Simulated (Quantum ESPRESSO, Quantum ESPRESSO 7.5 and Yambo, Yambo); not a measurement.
# NaF (Villiaumite): one start, several treatments of the self-energy

Aim: compare treatments of exchange, screening and correlation for the gap of NaF (Villiaumite).

Method: PBE and many-body steps on it, plane waves, in Quantum ESPRESSO 7.5 and Yambo 5.3.0.

The database entry behind the starting cell differs from later determinations by our own check (0.1 to 0.3 % short, probably kX units), so it need not match the best structure at ambient conditions.

### 1. The starting structure

The structure is cubic, space group Fm-3m (No. 225). Conventional cell: a = 4.620 Å, b = 4.620 Å, c = 4.620 Å, α = 90.00°, β = 90.00°, γ = 90.00°. Na has 6 F at 2.31 Å nearest. Nearest to F lie 6 Na at 2.31 Å. Farther neighbours and most contacts between anions are not listed.

The cell and positions come from the Crystallography Open Database and are kept as given unless a step says otherwise.

### 2. Empty states on the mesh, 6×6×6 mesh, 298 bands

This step: Quantum ESPRESSO 7.5; DFT, PBE, plane waves, norm-conserving pseudopotentials.

The sums over transitions need many empty states on a uniform mesh; this step solves for them.

File pw.in:

```
&control
  calculation = 'nscf'
  prefix = 'x'
  outdir = 'o'
  pseudo_dir = 'pseudo'
/
&system
  ibrav = 0
  nat = 2
  ntyp = 2
  ecutwfc = 76.0
  nbnd = 298
  force_symmorphic = .true.
/
&electrons
  conv_thr = 1e-9
  electron_maxstep = 80
  diago_full_acc = .true.
  diago_thr_init = 5e-6
/
ATOMIC_SPECIES
  Na 22.99 Na.upf
  F 18.998 F.upf
CELL_PARAMETERS angstrom
  -0.0000000000 2.3100000000 2.3100000000
  2.3100000000 0.0000000000 2.3100000000
  2.3100000000 2.3100000000 0.0000000000
ATOMIC_POSITIONS crystal
  Na 0.0000000000 0.0000000000 0.0000000000
  F 0.5000000000 0.5000000000 0.5000000000
K_POINTS automatic
  6 6 6 0 0 0
```

Command:

```sh
$ OMP_NUM_THREADS=1 mpirun -n 4 pw.x -nk 4 -in pw.in > pw.out
```

Log:

```text
Program PWSCF v.7.5 starts

     This program is part of the open-source Quantum ESPRESSO suite
     for quantum simulation of materials; please cite
         "P. Giannozzi et al., J. Phys.:Condens. Matter 21 395502 (2009);
         "P. Giannozzi et al., J. Phys.:Condens. Matter 29 465901 (2017);
         "P. Giannozzi et al., J. Chem. Phys. 152 154105 (2020);
     in publications or presentations arising from this work. More details at

     Atomic positions and unit cell read from directory:
     o/x.save/

     Message from routine setup:
[...]
k = 0.2357 0.2357-0.2357 (  1865 PWs)   bands (ev):

[...]
109.7957 110.9265 110.9265 112.2880 112.2880 112.8182 116.2630 121.1201
     [... 26 further rows ...]
   288.8826 290.1107 290.6334 290.6334 291.0184 293.5097 295.1974 295.1974
   295.7838 296.0335

          k =-0.3536-0.3536 0.3536 (  1850 PWs)   bands (ev):

     [... further k-points ...]

     highest occupied, lowest unoccupied level (ev):     0.9991    7.3887

     XML data file, pseudopotentials, collected wavefunctions

=------------------------------------------------------------------------------=
   JOB DONE.
=------------------------------------------------------------------------------=
```

Elapsed: 27 s, on 4 MPI ranks of Arm Neoverse V2, shared host; peak memory 0.41 GiB.

This step gave:

```
gap                                                           : 6.390 eV
k of the valence top                                          : 0, 0, 0
k of the conduction bottom                                    : 0, 0, 0
least direct gap                                              : 6.390 eV
k points computed                                             : 16
lowest point of the top converged band, above the valence top : 290.7043 eV
```

On this mesh the gap is 6.390 eV.

The density comes from a self-consistent run that is not shown.

### 3. Conversion and set-up

This step: Yambo 5.3.0; conversion and set-up on PBE, plane waves, norm-conserving pseudopotentials.

The states are converted to the many-body program's format and the q mesh is built.

Command:

```sh
$ (cd o/x.save; p2y > p2y.log; mv SAVE ../..); yambo > setup.log
```

Log:

```text
 Yambo, version 5.3.0

 [02] CORE Variables Setup
 =========================

  [02.01] Unit cells
  ==================

  Cell kind             :  FCC
  Atoms in the cell     :  Na  F
  number of Na atoms    :  1
  number of F  atoms    :  1

  List of atomic masses
  Mass of Na    :  22.99000
  Mass of F     :  18.99800

  List of atomic coordinates    : [cc]
  Na1       :  0.000000  0.000000  0.000000  order 1
  F1       :  4.365267  4.365267  4.365267  order 2

  Alat factors          :  4.365267  4.365267  4.365267 [a.u.]
  Direct lattice volume :  166.3652 [a.u.]
[...]
Q [ 1]         [rlu]:  0.000000  0.000000  0.000000
 Q [ 2]         [rlu]:  0.23370E-16 -0.43854E-17  0.16667
 Q [ 3]         [rlu]:  0.46740E-16 -0.87708E-17  0.33333
[...]
Q [ 8]         [rlu]: -0.16938E-16  0.16667     -0.33333
 Q [ 9]         [rlu]:  0.47337E-16  0.16667     -0.16667
 Q [10]         [rlu]:  0.51449E-16  0.33333      0.33333
     [... 4 further rows ...]
 Q [15]         [rlu]:  0.166667  0.333333 -0.333333
 Q [16]         [rlu]:  0.166667 -0.500000 -0.333333

  [03.01] X indexes
  =================

   [03.01.01] Sigma indexes
   ========================

 [06] Game Over & Game summary
```

Run time: 1.9 s. Hardware: 1 MPI rank; peak memory 0.24 GiB.

### 4. G0W0, Godby-Needs plasmon pole

G0W0 replaces the xc potential by the self-energy, built once from these orbitals. Only a window of levels is corrected, while the sums run over the empty bands that the input names.

This step: G0W0 on PBE, plane waves, norm-conserving pseudopotentials.

File gw2.in:

```
HF_and_locXC
gw0
dyson
ppa
em1d
rim_cut
RandQpts= 1000000
RandGvec= 1 RL
EXXRLvcs= 76 Ry
VXCRLvcs= 304 Ry
Chimod= "HARTREE"
% BndsRnXp
 1 | 126 |
%
NGsBlkXp= 17 Ry
% LongDrXp
 1 | 1 | 1 |
%
% GbndRnge
 1 | 126 |
%
DysSolver= "n"
ExtendOut
PPAPntXp= 27.21138 eV
% QPkrange
 1 | 1 | 7 | 10 |
%
```

Command:

```sh
$ OMP_NUM_THREADS=1 mpirun -n 4 yambo -F gw2.in -J gw2 -C gw2 > gw2.log
```

Log:

```text
 Yambo, version 5.3.0

 [02] CORE Variables Setup
 =========================

  [... cell, symmetries and grids as in the set-up ...]

  [02.05] Energies & Occupations
  ==============================

  [X] === General ===
  [X] Electronic Temperature                        :  0.000000  0.000000 [eV K]
  [X] Bosonic    Temperature                        :  0.000000  0.000000 [eV K]
  [X] Finite Temperature mode                       : no
  [X] El. density                                   :  0.64901E+24 [cm-3]
  [X] Fermi Level                                   :  0.999133 [eV]

  [X] === Gaps and Widths ===
  [X] Conduction Band Min                           :  6.389538 [eV]
  [X] Valence Band Max                              :  0.000000 [eV]
  [X] Filled Bands                                  :   8
  [X] Empty Bands                                   :    9  298
  [X] Direct Gap                                    :  6.389538 [eV]
  [X] Direct Gap localized at k                     :  1
  [X] Indirect Gap                                  :  6.389538 [eV]
  [X] Indirect Gap between kpts                     :  1  1
  [X] Last valence band width                       :  0.531617 [eV]
  [X] 1st conduction band width                     :  6.892425 [eV]

 [03] Transferred momenta grid and indexing
 ==========================================

 IBZ Q-points                                      :  16
 BZ  Q-points                                      :  216

 K/Q-points units:
 rlu = crystal or reduced units; cc = cartesian coordinates; iku = interal k-units

 Q [ 1]         [rlu]:  0.000000  0.000000  0.000000
 Q [ 2]         [rlu]:  0.23370E-16 -0.43854E-17  0.16667
 Q [ 3]         [rlu]:  0.46740E-16 -0.87708E-17  0.33333
 Q [ 4]         [rlu]: -0.72449E-16  0.10818E-16 -0.50000
 Q [ 5]         [rlu]:  0.25724E-16  0.16667      0.16667
 Q [ 6]         [rlu]:  0.23370E-16  0.16667      0.33333
 Q [ 7]         [rlu]: -0.12566E-16  0.16667      0.50000
 Q [ 8]         [rlu]: -0.16938E-16  0.16667     -0.33333
 Q [ 9]         [rlu]:  0.47337E-16  0.16667     -0.16667
 Q [10]         [rlu]:  0.51449E-16  0.33333      0.33333
     [... 4 further rows ...]
 Q [15]         [rlu]:  0.166667  0.333333 -0.333333
 Q [16]         [rlu]:  0.166667 -0.500000 -0.333333

 [04] Coloumb potential Random Integration (RIM)
 ===============================================

  [04.01] RIM initialization
  ==========================

  * Diagonal components only detected *

  8 x (sBL volume)        :  0.055222 [a.u.]
  sBZ random points       :  1000000
  Points outside the sBZ  :   7996195
  RL volume               :  1.490998 [a.u.]
  Integrated volume       :  1.491708 [a.u.]

  [04.02] RIM integrals
  =====================

  Gamma point sphere radius             :  0.069075 [a.u.]
  Points outside the sphere             :   799659
  [Int_sBZ(q=0) 1/q^2]*(Vol_sBZ)^(-1/3) =:  7.764404
                                 should be <:  7.795600

  Summary of Coulomb integrals for non-metallic bands |Q|[au] RIM/Bare

  Q [1] 0.100000E-4 0.995998 * Q [2] 0.207754 1.065683
  Q [5] 0.239893 1.063731 * Q [9] 0.339260 1.025994
  Q [6] 0.397818 1.019604 * Q [3] 0.415507 1.017314
  Q [10] 0.479786 1.013697 * Q [8] 0.522835 1.010763
  Q [14] 0.536417 1.010819 * Q [7] 0.587616 1.008998
  Q [11] 0.623261 1.008132 * Q [4] 0.623261 1.007575
  Q [12] 0.678520 1.006539 * Q [15] 0.709613 1.006052
  Q [13] 0.719679 1.006039 * Q [16] 0.758609 1.005530

 [WARNING] [Xp] User bands 1-126 break level degeneracy

 [05] Dipoles
 ============

  [05.01] Setup: observables and procedures
  =========================================

 [06] Dynamic Dielectric Matrix (PPA)
 ====================================

 [WR./gw2//ndb.pp]---------------------------------------------------------------
  Brillouin Zone Q/K grids (IBZ/BZ)                :   16  216   16  216
  RL vectors                                       :  2445 [WF]
  Coulomb cutoff potential                         : none
  Electronic Temperature                           :  0.000000 [K]
  Bosonic    Temperature                           :  0.000000 [K]
  PPA    diel. fun.  energies                      : Perdew, Burke & Ernzerhof(X)+Perdew, Burke & Ernzerhof(C)
  wavefunctions                                    : Perdew, Burke & Ernzerhof(X)+Perdew, Burke & Ernzerhof(C)
  Global Gauge                                     : length
  X matrix size                                    :  229
  X band range                                     :    1  126
  X e/h energy range                               : -1.000000 -1.000000 [eV]
  X Time ordering                                  : R
  X Hxc Kernel                                     : HARTREE
  X Drude frequency                                :  0.000000  0.000000
  X poles                                          :  100.0000 [o/o]
  RL vectors in the sum                            :  2445
  [r,Vnl] included                                 : yes
  Field direction                                  :  0.577350E-5  0.577350E-5  0.577350E-5
  BZ energy Double Grid                            : no
  BZ energy DbGd points                            : 0
  BZ Q point size factor                           : -1.000000
  X Optical Averaged directions                    : none

 [07] Local Exchange-Correlation + Non-Local Fock
 ================================================

 [VXC] Plane waves :  14841
 [EXS] Plane waves :  1893

 QP @ state[ 1 ] K range:  1  1
 QP @ state[ 1 ] b range:   7  10

 [xc] Functional : Perdew, Burke & Ernzerhof(X)+Perdew, Burke & Ernzerhof(C)
 [xc] LIBXC used to calculate xc functional
  PP Number of Atomic Species                      :  2
  NLCC RL compoments                               :  14841
  PP Number of Atomic Species                      :  2
  NLCC RL compoments                               :  14841

 [xc] E_xc :  -11.60134 [Ha]
      E_xc :  -23.20269 [Ry]

  Local XC kind (lXC) : Perdew, Burke & Ernzerhof(X)+Perdew, Burke & Ernzerhof(C)
  Non-Local XC kind (nlXC) : Hartree-Fock

  Corrections @ K [1] :  [eV]
 <7|nlXC|7> = -30.18507  0.48748E-17 <7|lXC|7> = -22.50797  0.17706E-16
 <8|nlXC|8> = -30.18500 -0.31988E-17 <8|lXC|8> = -22.50797  0.94410E-16
 <9|nlXC|9> = -5.346381  0.64778E-18 <9|lXC|9> = -9.465273  0.94488E-16
 <10|nlXC|10> = -2.176652  0.21991E-18 <10|lXC|10> = -7.169311 -0.49478E-20

 [08] Dyson equation: Newton solver
 ==================================

  [08.01] G0W0 (W PPA)
  ====================

  [  GW  ] Bands range     :    1  126
  [GW/PPA] G damping       :  0.100000 [eV]

  QP @ state[ 1 ] K range:  1  1
  QP @ state[ 1 ] b range:   7  10

   Sc/G bands                                       :    1  126
   Sc/G damping                                     :  0.100000 ev
   Sc bands terminator                              : no
   Sx RL components                                 :  1893

   QP @ state[ 1 ] K range                          :  1  1
   QP @ state[ 1 ] b range                          :   7  10
   GF energies kind                                 : Perdew, Burke & Ernzerhof(X)+Perdew, Burke & Ernzerhof(C)
   GF WF`s kind                                     : Perdew, Burke & Ernzerhof(X)+Perdew, Burke & Ernzerhof(C)
   Xs energies kind                                 : Perdew, Burke & Ernzerhof(X)+Perdew, Burke & Ernzerhof(C)
   Xs WF`s kind                                     : Perdew, Burke & Ernzerhof(X)+Perdew, Burke & Ernzerhof(C)

 [11] Game Over & Game summary
```

It took 2.5 min on 4 MPI ranks; peak memory 1.6 GiB; 9.7 min of CPU time.

This step gave:

```
G0W0 gap on the points computed              : 10.51 eV
starting gap on the mesh                     : 6.390 eV
k of the valence top                         : 0, 0, 0
k of the conduction bottom                   : 0, 0, 0
least direct G0W0 gap on the computed points : 10.51 eV
Z at the valence top                         : 0.8219
Z at the conduction bottom                   : 0.9033
```

The gap on the mesh goes from 6.39 eV to 10.51 eV, a correction of +4.12 eV.

### 5. One-shot COHSEX

This step: one-shot COHSEX on PBE, plane waves, norm-conserving pseudopotentials.

File gw4.in:

```
HF_and_locXC
gw0
dyson
cohsex
em1s
rim_cut
RandQpts= 1000000
RandGvec= 1 RL
EXXRLvcs= 76 Ry
VXCRLvcs= 304 Ry
Chimod= "HARTREE"
% BndsRnXs
 1 | 126 |
%
NGsBlkXs= 17 Ry
% LongDrXs
 1 | 1 | 1 |
%
% GbndRnge
 1 | 126 |
%
DysSolver= "n"
ExtendOut
% QPkrange
 1 | 1 | 7 | 10 |
%
```

Command:

```sh
$ OMP_NUM_THREADS=1 mpirun -n 4 yambo -F gw4.in -J gw4 -C gw4 > gw4.log
```

Log:

```text
 Yambo, version 5.3.0

 [02] CORE Variables Setup
 =========================

  [... cell, symmetries and grids as in the set-up ...]

  [02.05] Energies & Occupations
  ==============================

  [X] === General ===
  [X] Electronic Temperature                        :  0.000000  0.000000 [eV K]
  [X] Bosonic    Temperature                        :  0.000000  0.000000 [eV K]
  [X] Finite Temperature mode                       : no
  [X] El. density                                   :  0.64901E+24 [cm-3]
  [X] Fermi Level                                   :  0.999133 [eV]

  [X] === Gaps and Widths ===
  [X] Conduction Band Min                           :  6.389538 [eV]
  [X] Valence Band Max                              :  0.000000 [eV]
  [X] Filled Bands                                  :   8
  [X] Empty Bands                                   :    9  298
  [X] Direct Gap                                    :  6.389538 [eV]
  [X] Direct Gap localized at k                     :  1
  [X] Indirect Gap                                  :  6.389538 [eV]
  [X] Indirect Gap between kpts                     :  1  1
  [X] Last valence band width                       :  0.531617 [eV]
  [X] 1st conduction band width                     :  6.892425 [eV]

 [03] Transferred momenta grid and indexing
 ==========================================

 IBZ Q-points                                      :  16
 BZ  Q-points                                      :  216

 K/Q-points units:
 rlu = crystal or reduced units; cc = cartesian coordinates; iku = interal k-units

 Q [ 1]         [rlu]:  0.000000  0.000000  0.000000
 Q [ 2]         [rlu]:  0.23370E-16 -0.43854E-17  0.16667
 Q [ 3]         [rlu]:  0.46740E-16 -0.87708E-17  0.33333
[...]
BZ Q point size factor                           : -1.000000
  X Optical Averaged directions                    : none

 [07] Local Exchange-Correlation + Non-Local Fock
 ================================================

 [VXC] Plane waves :  14841
 [EXS] Plane waves :  1893

 QP @ state[ 1 ] K range:  1  1
 QP @ state[ 1 ] b range:   7  10

 [xc] Functional : Perdew, Burke & Ernzerhof(X)+Perdew, Burke & Ernzerhof(C)
 [xc] LIBXC used to calculate xc functional
  PP Number of Atomic Species                      :  2
  NLCC RL compoments                               :  14841
  PP Number of Atomic Species                      :  2
  NLCC RL compoments                               :  14841

 [xc] E_xc :  -11.60134 [Ha]
      E_xc :  -23.20269 [Ry]

  Local XC kind (lXC) : Perdew, Burke & Ernzerhof(X)+Perdew, Burke & Ernzerhof(C)
  Non-Local XC kind (nlXC) : Hartree-Fock

  Corrections @ K [1] :  [eV]
 <7|nlXC|7> = -30.18507  0.48748E-17 <7|lXC|7> = -22.50797  0.17706E-16
 <8|nlXC|8> = -30.18500 -0.31988E-17 <8|lXC|8> = -22.50797  0.94410E-16
 <9|nlXC|9> = -5.346381  0.64778E-18 <9|lXC|9> = -9.465273  0.94488E-16
 <10|nlXC|10> = -2.176652  0.21991E-18 <10|lXC|10> = -7.169311 -0.49478E-20

 [08] Dyson equation: Newton solver
 ==================================

 [Newton] Sc step       :  0.100000 [eV]
 [Newton] Sc steps      :  1

  [08.01] G0W0 (COHSEX)
  =====================

  [  GW  ] Bands range     :   1  10

  QP @ state[ 1 ] K range:  1  1
  QP @ state[ 1 ] b range:   7  10

   Sc Empty Bands                                   : no
   Sc bands terminator                              : no
   Sx RL components                                 :  1893

   QP @ state[ 1 ] K range                          :  1  1
   QP @ state[ 1 ] b range                          :   7  10
   GF WF`s kind                                     : Perdew, Burke & Ernzerhof(X)+Perdew, Burke & Ernzerhof(C)
   Xs energies kind                                 : Perdew, Burke & Ernzerhof(X)+Perdew, Burke & Ernzerhof(C)
   Xs WF`s kind                                     : Perdew, Burke & Ernzerhof(X)+Perdew, Burke & Ernzerhof(C)

 [11] Game Over & Game summary
```

The job ended after 1.7 min (4 MPI ranks; peak memory 1.5 GiB).

Numbers from this step:

```yaml
quasiparticle_gap_on_the_points_computed: 13.16 eV
starting_gap_on_the_mesh: 6.390 eV
k_of_the_valence_top: 0, 0, 0
k_of_the_conduction_bottom: 0, 0, 0
least_direct_quasiparticle_gap_on_the_computed_points: 13.16 eV
z_at_the_valence_top: 1
z_at_the_conduction_bottom: 1
```

Against G0W0 in Yambo (6×6×6 mesh, 126 bands, screening to 231.3 eV, Godby-Needs plasmon pole), the gap moves by +2.649 eV.

### 6. One-shot Hartree-Fock

This step: one-shot Hartree-Fock on PBE, plane waves, norm-conserving pseudopotentials.

File gw5.in:

```
HF_and_locXC
rim_cut
RandQpts= 1000000
RandGvec= 1 RL
EXXRLvcs= 76 Ry
VXCRLvcs= 304 Ry
% QPkrange
 1 | 1 | 7 | 10 |
%
```

Command:

```sh
$ OMP_NUM_THREADS=1 mpirun -n 4 yambo -F gw5.in -J gw5 -C gw5 > gw5.log
```

Log:

```text
 Yambo, version 5.3.0

 [02] CORE Variables Setup
 =========================

  [... cell, symmetries and grids as in the set-up ...]

  [02.05] Energies & Occupations
  ==============================

  [X] === General ===
  [X] Electronic Temperature                        :  0.000000  0.000000 [eV K]
  [X] Bosonic    Temperature                        :  0.000000  0.000000 [eV K]
  [X] Finite Temperature mode                       : no
  [X] El. density                                   :  0.64901E+24 [cm-3]
[...]
NLCC RL compoments                               :  14841
  PP Number of Atomic Species                      :  2
  NLCC RL compoments                               :  14841

 [xc] E_xc :  -11.60134 [Ha]
      E_xc :  -23.20269 [Ry]

  Local XC kind (lXC) : Perdew, Burke & Ernzerhof(X)+Perdew, Burke & Ernzerhof(C)
  Non-Local XC kind (nlXC) : Hartree-Fock

  Corrections @ K [1] :  [eV]
 <7|nlXC|7> = -30.18507  0.48748E-17 <7|lXC|7> = -22.50797  0.17706E-16
 <8|nlXC|8> = -30.18500 -0.31988E-17 <8|lXC|8> = -22.50797  0.94410E-16
 <9|nlXC|9> = -5.346381  0.64778E-18 <9|lXC|9> = -9.465273  0.94488E-16
 <10|nlXC|10> = -2.176652  0.21991E-18 <10|lXC|10> = -7.169311 -0.49478E-20

 [08] Game Over & Game summary
```

It took 3.4 s on 4 MPI ranks; peak memory 1.3 GiB; 13 s of CPU time.

This step gave:

```
quasiparticle gap on the mesh                         : 18.19 eV
starting gap on the mesh                              : 6.390 eV
k of the valence top                                  : 0, 0, 0
k of the conduction bottom                            : 0, 0, 0
least direct quasiparticle gap on the computed points : 18.19 eV
```

Against G0W0 in Yambo (6×6×6 mesh, 126 bands, screening to 231.3 eV, Godby-Needs plasmon pole), the gap moves by +7.671 eV.

### 7. The runs together

Times are wall times on 4 MPI ranks of Arm Neoverse V2, shared host, good to a factor of about two.

| run | mesh | bands | screening cutoff (eV) | DFT gap (eV) | gap on the mesh (eV) | direct (eV) | time |
| --- | --- | --- | --- | --- | --- | --- | --- |
| G0W0, Godby-Needs plasmon pole | 6×6×6 | 126 | 231.3 | 6.390 | 10.514 | 10.514 | 2.5 min |
| one-shot COHSEX | 6×6×6 | 126 | 231.3 | 6.390 | 13.163 | 13.163 | 1.7 min |
| one-shot Hartree-Fock | 6×6×6 | - | - | 6.390 | 18.185 | 18.185 | 3.4 s |

### 8. Results

```json
{
  "G0W0, Godby-Needs plasmon pole": "10.514 eV",
  "one-shot COHSEX": "13.163 eV",
  "one-shot Hartree-Fock": "18.185 eV",
  "known limits": "not at the basis limit"
}
```

One-shot COHSEX: +2.649 eV against G0W0, Godby-Needs plasmon pole. One-shot Hartree-Fock: +7.671 eV against G0W0, Godby-Needs plasmon pole. Bare exchange alone opens the gap to 18.19 eV; against G0W0, correlation takes back 7.67 eV. Static COHSEX lies above G0W0: it lacks the factor Z and overstates the Coulomb hole of the filled states. Bands and cutoff are finite, so the gap is not at the basis limit. The miss can reach some tenths of an eV and take either sign; the mesh is an error of its own.

[Paths, hosts, dates, memory and timing lines, banners, echoed tables and standing remarks are left out of the program output.]

[Logs are printed without paths, hosts, clocks, repeated set-up lines and the standing remarks that a program may print on its own settings, such as how far it seeks lower states.]

[Runs of the session that timed out or met a known fault of the program may be left out.]

[Hosts, paths, dates, database ids (printed as entryN), source tags and the programs' standing remarks are cut or masked in the printed files.]
